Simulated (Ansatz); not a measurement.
**Pressure against volume: Ti**

```yaml
crystal:
  lattice:
    - [-1.64100, 1.64100, 1.64100]
    - [1.64100, -1.64100, 1.64100]
    - [1.64100, 1.64100, -1.64100]
  atoms:
    - { symbol: Ti, position: [0.00000, 0.00000, 0.00000] }
```

Structure: COD 9012924, as refined from experiment and not relaxed.

Methods: DFT, PBE, all-electron LAPW, scalar-relativistic (Ansatz 0.2.0); DFT, PBE, PAW with Ansatz's default frozen-core files, scalar-relativistic (Ansatz 0.2.0).

For LAPW: a Γ-centred 14×14×14 k mesh, Fermi–Dirac smearing of 0.05 eV, basis error target 0.25 meV/atom, no spin polarisation. PAW takes a cutoff of 420 eV at this cell. The Ansatz runs share mesh, smearing and spin set-up. Plane-wave (PAW) pressures include the program's estimate of the Pulay term.

The cell above is scaled evenly, with fractional coordinates and shape held.

| V/V(cell) | V (Å³/atom) | P, LAPW (GPa) | P, PAW (GPa) |
| --- | --- | --- | --- |
| 0.9400 | 16.616 | ? | ? |
| 0.9500 | 16.792 | 3.06 | 3.07 |
| 0.9600 | 16.969 | 1.87 | 1.88 |
| 0.9750 | 17.234 | 0.18 | 0.19 |
| 0.9800 | 17.323 | -0.36 | -0.35 |
| 0.9900 | 17.499 | -1.40 | -1.40 |
| 1.0000 | 17.676 | -2.40 | -2.40 |
| 1.0100 | 17.853 | -3.36 | -3.36 |
| 1.0200 | 18.030 | -4.28 | -4.27 |
| 1.0250 | 18.118 | -4.72 | -4.72 |
| 1.0400 | 18.383 | -6.00 | -5.99 |
| 1.0500 | 18.560 | -6.80 | -6.79 |
| 1.0600 | 18.737 | -7.56 | -7.56 |

Task: Fill in the row V/V(cell) = 0.9400.

Result: P, LAPW (GPa) = 4.30, P, PAW (GPa) = 4.31.

Task: What do Birch–Murnaghan fits to the pressures give?

Result: LAPW: V0 = 17.26 Å³/atom, B0 = 106 GPa, B0′ = 3.3; PAW: V0 = 17.26 Å³/atom, B0 = 106 GPa, B0′ = 3.3.

PAW's V0 lies 0.01 % from the all-electron value and its B0 0.0 %. Symmetry fixes shape and coordinates here, so this is the relaxed modulus.
